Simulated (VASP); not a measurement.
# KBr (P1) in VASP: reference runs

Reference runs on KBr: the cell as given.

Everything below comes from runs of VASP 6.6.1. Logs are shortened: lines on timing, memory, paths and dates and some standing lists are left out, and cuts for length are marked.

## Step 1: The cell of the first run

The typed cell holds 4 atoms: a = 4.660 Å, b = 4.644 Å, c = 6.582 Å, α = 90.16°, β = 89.37°, γ = 90.06°.

## Step 2: Single point, PBE

INCAR

```
PREC = Accurate
ENCUT = 520
EDIFF = 1E-7
ISMEAR = -1
SIGMA = 0.05
LREAL = False
LASPH = True
NELM = 60
ALGO = Normal
ISIF = 2
LWAVE = False
LCHARG = False
GGA = PE
NBANDS = 24
```

KPOINTS

```
regular mesh
0
Gamma
  6 6 4
```

POSCAR

```
KBr
1.0
    0.0254444900     -3.2965454400     -3.2933722600
   -0.0065294300      3.2850425500     -3.2818693700
    6.5822389800     -0.0319739200     -0.0189150500
K Br
2 2
Direct
    0.5005134100      0.4962911700      0.4986202800
    0.0026640300      0.0021387700      0.9973612300
    0.5023771000      0.4953025200      0.0023670000
    0.9944454600      0.0062675400      0.5016514900
```

Potentials or basis: VASP PAW PBE potentials, release 64 (K_sv, Br).

On the command line:

```bash
$ cat potpaw_PBE.64/K_sv/POTCAR potpaw_PBE.64/Br/POTCAR > POTCAR
$ mpirun -np 1 vasp_std > vasp.out
```

OUTCAR:

```text
PREC = Accurate
   ENCUT = 520
   EDIFF = 1E-7
   ISMEAR = -1
   LREAL = False
   LASPH = True
   NELM = 60
   ISIF = 2
   GGA = PE

 ion  position               nearest neighbor table
   1  0.501  0.496  0.499-   4 3.24   3 3.27   4 3.28   4 3.30
   2  0.003  0.002  0.997-   4 3.26   3 3.26   3 3.27
   3  0.502  0.495  0.002-   2 3.26   1 3.27   2 3.27
   4  0.994  0.006  0.502-   1 3.24   2 3.26   1 3.28   1 3.30

  LATTYP: Found a triclinic cell.
 ALAT       =     6.5823438151
 B/A-ratio  =     0.7079310399
 C/A-ratio  =     0.7054497932
 COS(alpha) =     0.0009723903
 COS(beta)  =     0.0028116039
 COS(gamma) =     0.0109276144

  Lattice vectors:

 A1 = (  -6.5822389800,   0.0319739200,   0.0189150500)
 A2 = (  -0.0254444900,   3.2965454400,   3.2933722600)
 A3 = (  -0.0065294300,   3.2850425500,  -3.2818693700)

Analysis of symmetry for initial positions (statically):
=====================================================================
 Subroutine PRICEL returns:
 Original cell was already a primitive cell.

 Routine SETGRP: Setting up the symmetry group for a
 triclinic supercell.

 Subroutine GETGRP returns: Found  1 space group operations
 (whereof  1 operations were pure point group operations)
 out of a pool of  2 trial point group operations.

The static configuration has the point symmetry C_1 .

Analysis of symmetry for dynamics (positions and initial velocities):
=====================================================================
 Subroutine PRICEL returns:
 Original cell was already a primitive cell.

 Routine SETGRP: Setting up the symmetry group for a
 triclinic supercell.

 Subroutine GETGRP returns: Found  1 space group operations
 (whereof  1 operations were pure point group operations)
 out of a pool of  2 trial point group operations.

The dynamic configuration has the point symmetry C_1 .

 Subroutine INISYM returns: Found  1 space group operations
 (whereof  1 operations are pure point group operations),
 and found     1 'primitive' translations

----------------------------------------------------------------------------------------

                                     Primitive cell

  volume of cell :     142.4200

  direct lattice vectors                    reciprocal lattice vectors
     0.025444490 -3.296545440 -3.293372260    -0.001173087 -0.151679367 -0.151823689
    -0.006529430  3.285042550 -3.281869370     0.000301557  0.152206750 -0.152351072
     6.582238980 -0.031973920 -0.018915050     0.151928822  0.000737322  0.000435765

  length of vectors
     4.659845502  4.643513083  6.582343815     0.214612299  0.215355137  0.151931237

  position of ions in fractional coordinates (direct lattice)
     0.500513410  0.496291170  0.498620280
     0.002664030  0.002138770  0.997361230
     0.502377100  0.495302520  0.002367000
     0.994445460  0.006267540  0.501651490

  ion indices of the primitive-cell ions
   primitive index   ion index
                 1           1
                 2           2
                 3           3
                 4           4

----------------------------------------------------------------------------------------

 KPOINTS: regular mesh

Automatic generation of k-mesh.
 Grid dimensions read from file:
 generate k-points for:    6    6    4

 Generating k-lattice:

  Cartesian coordinates                     Fractional coordinates (reciprocal lattice)
    -0.000195514 -0.025279894 -0.025303948     0.166666667  0.000000000  0.000000000
     0.000050259  0.025367792 -0.025391845    -0.000000000  0.166666667 -0.000000000
     0.037982206  0.000184330  0.000108941     0.000000000 -0.000000000  0.250000000

  Length of vectors
     0.035768716  0.035892523  0.037982809

  Shift w.r.t. Gamma in fractional coordinates (k-lattice)
     0.000000000  0.000000000  0.000000000

 Subroutine IBZKPT returns following result:
 ===========================================

 Found     76 irreducible k-points:

 Following reciprocal coordinates:
            Coordinates               Weight
  0.000000  0.000000  0.000000      1.000000
  0.166667 -0.000000 -0.000000      2.000000
  0.333333 -0.000000 -0.000000      2.000000
  0.500000 -0.000000 -0.000000      1.000000
 -0.000000  0.166667  0.000000      2.000000
  0.166667  0.166667 -0.000000      2.000000
[... 16 lines left out ...]
  0.333333 -0.000000  0.250000      2.000000
  0.500000  0.000000  0.250000      2.000000
 [... further k-points ...]
   k-points           NKPTS =     76   k-points in BZ     NKDIM =     76   number of bands    NBANDS=     24
   number of dos      NEDOS =    301   number of ions     NIONS =      4
   total plane-waves  NPLWV =  64800
   dimension x,y,z NGX =    36 NGY =   36 NGZ =   50
   dimension x,y,z NGXF=    72 NGYF=   72 NGZF=  100
   ions per type =               2   2
   NGX,Y,Z   is equivalent  to a cutoff of  12.84, 12.89, 12.63 a.u.
   NGXF,Y,Z  is equivalent  to a cutoff of  25.69, 25.78, 25.26 a.u.
 SYSTEM =  unknown system
   PREC   = accura    normal or accurate (medium, high low for compatibility)
   ISTART =      0    job   : 0-new  1-cont  2-samecut
   ICHARG =      2    charge: 1-file 2-atom 10-const
   ISPIN  =      1    spin polarized calculation?
   LNONCOLLINEAR =      F non collinear calculations
   LSORBIT =      F    spin-orbit coupling
   LASPH  =      T    aspherical Exc in radial PAW
   ENCUT  =  520.0 eV  38.22 Ry    6.18 a.u.   8.66  8.63 12.24*2*pi/ulx,y,z
   NELM   =     60;   NELMIN=  2; NELMDL= -5     # of ELM steps
   EDIFF  = 0.1E-06   stopping-criterion for ELM
   LREAL  =      F    real-space projection
   EDIFFG = 0.1E-05   stopping-criterion for IOM
   NSW    =      0    number of steps for IOM
   IBRION =     -1    ionic relax: 0-MD 1-quasi-New 2-CG
   NFREE  =      0    steps in history (QN), initial steepest desc. (CG)
   ISIF   =      2    stress and relaxation
   ISYM   =      2    0-nonsym 1-usesym 2-fastsym
   POTIM  = 0.5000    time-step for ionic-motion
   TEBEG  =    0.0;   TEEND  =   0.0 temperature during run
   PSTRESS=    0.0 pullay stress
   NELECT =      32.0000    total number of electrons
   NUPDOWN=      -1.0000    fix difference up-down
   EMIN   =  10.00;   EMAX   =-10.00  energy-range for DOS
   EFERMI =   0.00;   METHOD = LEGACY
   ISMEAR =    -1;   SIGMA  =   0.05  broadening in eV -4-tet -1-fermi 0-gaus
   EFERMI_NEDOS =   21; number of points for ismear=-14 and -15
   IALGO  =     38    algorithm
   IMIX   =      4    mixing-type and parameters
     AMIX     =   0.40;   BMIX     =  1.00
     AMIX_MAG =   1.60;   BMIX_MAG =  1.00
  volume/ion in A,a.u.               =      35.60       240.27
  Fermi-wavevector in a.u.,A,eV,Ry     =   0.995255  1.880760 13.477022  0.990533
  Thomas-Fermi vector in A             =   2.127263
   LORBIT       =      0    0 simple, 1 ext, 2 COOP (PROOUT), +10 PAW based schemes
   GGA     = PE    functional components
   LHFCALC =     F    Hartree Fock is set to
   AEXX    =    0.0000 exact exchange contribution
   IVDW    =     0    specifies the selected vdW correction
   LEPSILON=     F    determine dielectric tensor
   LRPA    =     F    only Hartree local field effects (RPA)
 non-spin polarized calculation
  energy-cutoff  :      520.00
  volume of cell :      142.42
 maximum number of plane-waves:      3870
 NGX is ok and might be reduce to    36
   NGX = 17   NGY = 17   NGZ = 25

 number of electron      31.9999997 magnetization

 Free energy of the ion-electron system (eV)
  ---------------------------------------------------
  ext. energy  EPLUGINS =         0.00000000
  ---------------------------------------------------
  free energy    TOTEN  =       -12.41905064 eV

  energy without entropy =      -12.41905064  energy(sigma->0) =      -12.41905064

 E-fermi :  -0.6091     XC(G=0):  -7.4074

 val. band max:       -1.6923375460   @ k =   0.0000   0.0000   0.0000
 cond. band min:       2.7550857737   @ k =   0.0000   0.0000   0.0000
 fundamental gap:      4.4474233197
 Fermi energy:        -0.6090643830

 k-point     1 :       0.0000    0.0000    0.0000
  band No.  band energies     occupation
      1     -29.4645      2.00000
      2     -29.4568      2.00000
      3     -14.0083      2.00000
      4     -13.9080      2.00000
      5     -13.0361      2.00000
      6     -12.9798      2.00000
[... 16 lines left out ...]
     23       6.7314      0.00000
     24       6.7365      0.00000

 k-point     2 :       0.1667   -0.0000   -0.0000
  band No.  band energies     occupation
      1     -29.4635      2.00000
      2     -29.4568      2.00000
      3     -14.0435      2.00000
      4     -13.9616      2.00000
      5     -13.0290      2.00000
      6     -12.9741      2.00000
[... 16 lines left out ...]
     23       6.9076      0.00000
     24       7.0526      0.00000

 k-point     3 :       0.3333   -0.0000   -0.0000
  band No.  band energies     occupation
      1     -29.4611      2.00000
      2     -29.4571      2.00000
      3     -14.1024      2.00000
      4     -14.0588      2.00000
      5     -13.0094      2.00000
      6     -12.9624      2.00000
[... 16 lines left out ...]
     23       7.0411      0.00000
     24       7.4003      0.00000

 k-point     4 :       0.5000   -0.0000   -0.0000
  band No.  band energies     occupation
      1     -29.4591      2.00000
      2     -29.4581      2.00000
      3     -14.1192      2.00000
      4     -14.1122      2.00000
      5     -12.9852      2.00000
      6     -12.9841      2.00000
[... 16 lines left out ...]
     23       7.2498      0.00000
     24       7.2675      0.00000

 k-point     5 :      -0.0000    0.1667    0.0000
  band No.  band energies     occupation
      1     -29.4634      2.00000
      2     -29.4567      2.00000
      3     -14.0429      2.00000
      4     -13.9609      2.00000
      5     -13.0290      2.00000
      6     -12.9741      2.00000
[... 16 lines left out ...]
     23       6.9098      0.00000
     24       7.0490      0.00000

 k-point     6 :       0.1667    0.1667   -0.0000
  band No.  band energies     occupation
      1     -29.4625      2.00000
      2     -29.4567      2.00000
      3     -14.0554      2.00000
      4     -13.9844      2.00000
      5     -13.0224      2.00000
      6     -12.9936      2.00000
[... 16 lines left out ...]
     23       6.6304      0.00000
     24       6.9357      0.00000
[... 379 lines left out ...]
 k-point    21 :       0.0000    0.0000    0.2500
  band No.  band energies     occupation
      1     -29.4633      2.00000
      2     -29.4578      2.00000
      3     -14.0412      2.00000
      4     -13.9782      2.00000
      5     -12.9751      2.00000
      6     -12.9742      2.00000
[... 16 lines left out ...]
     23       6.8514      0.00000
     24       7.1479      0.00000

 k-point    22 :       0.1667   -0.0000    0.2500
  band No.  band energies     occupation
      1     -29.4625      2.00000
      2     -29.4576      2.00000
      3     -14.0772      2.00000
      4     -14.0218      2.00000
      5     -12.9841      2.00000
      6     -12.9697      2.00000
[... 16 lines left out ...]
     23       7.1628      0.00000
     24       7.3191      0.00000

 k-point    23 :       0.3333   -0.0000    0.2500
  band No.  band energies     occupation
      1     -29.4606      2.00000
      2     -29.4575      2.00000
      3     -14.1377      2.00000
      4     -14.1044      2.00000
      5     -12.9776      2.00000
      6     -12.9589      2.00000
[... 16 lines left out ...]
     23       7.3292      0.00000
     24       7.7463      0.00000

 k-point    24 :       0.5000    0.0000    0.2500
  band No.  band energies     occupation
      1     -29.4591      2.00000
      2     -29.4580      2.00000
      3     -14.1573      2.00000
      4     -14.1501      2.00000
      5     -12.9636      2.00000
      6     -12.9626      2.00000
[... 16 lines left out ...]
     23       7.6022      0.00000
     24       7.6383      0.00000

 [... further k-points ...]

------------------------ aborting loop because EDIFF is reached ----------------------------------------

  FORCE on cell =-STRESS in cart. coord.  units (eV):
  Direction    XX          YY          ZZ          XY          YZ          ZX
  --------------------------------------------------------------------------------------
  -------------------------------------------------------------------------------------
  Total        0.8142077      0.8320984      0.8367301      0.0407559     -0.0131612      0.0245251
  in kB        9.1595658      9.3608301      9.4129354      0.4584900     -0.1480588      0.2758994
  external PRESSURE =       9.3111104 kB  Pullay stress =       0.0000000 kB

 VOLUME and BASIS-vectors are now :
 -----------------------------------------------------------------------------
  energy-cutoff  :      520.00
  volume of cell :      142.42
      direct lattice vectors                 reciprocal lattice vectors
     0.025444490 -3.296545440 -3.293372260    -0.001173087 -0.151679367 -0.151823689
    -0.006529430  3.285042550 -3.281869370     0.000301557  0.152206750 -0.152351072
     6.582238980 -0.031973920 -0.018915050     0.151928822  0.000737322  0.000435765

 POSITION                                       TOTAL-FORCE (eV/Angst)
 -----------------------------------------------------------------------------------
      3.29153     -0.03557     -3.28657         0.027689      0.067330     -0.019668
      6.56492     -0.03365     -0.03466         0.039672     -0.027346      0.033269
      0.02513     -0.02909     -3.28008        -0.035148      0.037535     -0.030759
      3.32725     -3.27369     -3.30514        -0.032213     -0.077518      0.017158
 -----------------------------------------------------------------------------------
    total drift:                               -0.000139      0.000112      0.000043

  FREE ENERGIE OF THE ION-ELECTRON SYSTEM (eV)
  ---------------------------------------------------
  free  energy   TOTEN  =       -12.4190506446 eV

  energy  without entropy=      -12.4190506446  energy(sigma->0) =      -12.41905064
```

Run time: 2.1 min. Hardware: 1 thread of Intel Xeon 6975P-C (Granite Rapids), shared host; peak memory 0.38 GiB.

Results:

| Item | Value |
| --- | --- |
| Free energy | -12.4191 eV |
| Pressure | 0.9 GPa |
| Largest force | 0.086 eV/Å |
| Band gap on the k mesh | 4.45 eV |

Forces on the atoms (eV/Å):
```
K    0.028  0.067 -0.020
K    0.040 -0.027  0.033
Br  -0.035  0.038 -0.031
Br  -0.032 -0.078  0.017
```

Levels at points of the mesh, in eV from the valence-band top:
```
           k point  band 13  band 14  band 15  band 16  band 17  band 18  band 19  band 20
(0.00, 0.00, 0.00)    -0.29    -0.03    -0.01     0.00     4.45     5.85     7.22     7.54
(0.50, 0.00, 0.00)    -0.44    -0.40    -0.34    -0.33     6.90     6.91     7.43     7.51
(0.00, 0.50, 0.00)    -0.44    -0.40    -0.35    -0.34     6.91     6.92     7.40     7.52
(0.50, 0.50, 0.00)    -0.32    -0.31    -0.29    -0.29     5.84     5.85     7.22     7.22
(0.00, 0.00, 0.50)    -0.18    -0.18    -0.17    -0.17     5.92     5.92     6.51     6.52
(0.50, 0.00, 0.50)    -0.37    -0.35    -0.34    -0.33     6.60     6.60     8.22     8.27
(0.00, 0.50, 0.50)    -0.37    -0.36    -0.35    -0.34     6.60     6.60     8.26     8.27
(0.50, 0.50, 0.50)    -0.61    -0.60    -0.55    -0.54     7.36     7.38     7.39     7.40
```
